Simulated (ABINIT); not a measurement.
The system is BN.

```
N B
1.0
     0.00000    1.81300    1.81300
     1.81300    0.00000    1.81300
     1.81300    1.81300    0.00000
N B
1 1
Direct
  0.25000 0.25000 0.25000
  0.00000 0.00000 0.00000
```

The cell is a database's computed one.

Program: ABINIT 10.8.3 (patched build). Alike in all runs: task band structure; potentials or basis JTH PAW PBE v2.0; no spin polarisation; cell as given; k mesh 13 × 13 × 13; cutoff (eV) 844; smearing fermi-dirac 0.05 eV.

**Question.** Order these runs on this cell by their pressure, lowest first.
A. level RPBE
B. level AM05
C. level r2SCAN
D. level PBE
E. level LDA

**Answer.** E (-13.6 GPa), B (-6.8 GPa), C (-2.6 GPa), D (-0.6 GPa), A (5.1 GPa).

Caveats: the PAW data sets were made with another functional, which shifts forces and pressure a little (some runs).
